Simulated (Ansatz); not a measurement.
Crystal: HfN.

```
Hf N
1.0
     0.00000    2.25600    2.25600
     2.25600    0.00000    2.25600
     2.25600    2.25600    0.00000
Hf N
1 1
Direct
  0.00000 0.00000 0.00000
  0.50000 0.50000 0.50000
```

Base run:

- Program: Ansatz 0.2.0
- Functional: RPBE
- Potentials or basis: all-electron LAPW, scalar-relativistic
- Cutoff: 343 eV (chosen from the basis error)
- Basis error allowed: 0.001 eV/atom
- k mesh: 10 × 10 × 10
- Occupations: fermi-dirac, width 0.05 eV
- Spin: no spin polarisation

Its results: pressure 11.3 GPa.

The run is repeated on the same cell with these changes: functional from RPBE to PBE. What comes out?

Pressure 6.7 GPa.

PBE binds more tightly than RPBE, so the same cell stands under less pressure.
